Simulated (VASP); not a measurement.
Mg: relaxation of shape and atoms at fixed volume with PBE+D3(BJ)

The system is Mg.

```
Mg
1.0
     3.17576    0.00000    0.00000
    -1.58788    2.75029    0.00000
     0.00000    0.00000    5.06038
Mg
2
Direct
  0.33333 0.66667 0.25000
  0.66667 0.33333 0.75000
```

The cell isn't the ideal one: a relaxed cell with its volume scaled by 1.02.

```yaml
Program: VASP 6.6.1
Task: relaxation of shape and atoms at fixed volume
Functional: PBE
Dispersion: D3(BJ)
Potentials_or_basis: VASP PAW PBE potentials, release 64 (Mg)
Cutoff: 600 eV
k_mesh: 15 × 15 × 7
Occupations: methfessel-paxton, width 0.1 eV
Spin: no spin polarisation
Further_INCAR_settings: ALGO = Normal; EDIFF = 1e-07; IBRION = 2; EDIFFG = -0.01; NSW = 40; ISIF = 4
```

```json
{
 "Pressure after relaxing": "-0.8 GPa",
 "Band gap on the k mesh": "none (metal or under the smearing width)",
 "Dispersion energy per atom": "-0.294 eV"
}
```

Final structure:
```yaml
crystal:
  lattice:
    - [3.17576, 0.00000, 0.00000]
    - [-1.58788, 2.75029, 0.00000]
    - [0.00000, 0.00000, 5.06038]
  atoms:
    - { symbol: Mg, position: [0.33333, 0.66667, 0.25000] }
    - { symbol: Mg, position: [0.66667, 0.33333, 0.75000] }
```

Levels at points of the mesh, in eV from the Fermi level:
```tsv
k point	band 1	band 2	band 3	band 4	band 5	band 6
(0.00, 0.00, 0.00)	-7.06	-1.60	-1.02	11.00	11.00	11.15
```

Run time: 25 s on 1 thread of AMD EPYC 7R13 Processor (Zen 3), with other jobs on the host, peak memory 0.18 GiB.

Caveat: the relaxation stopped at its first step, so nothing moved; pairwise dispersion overbinds metals, which lowers pressure and volume.
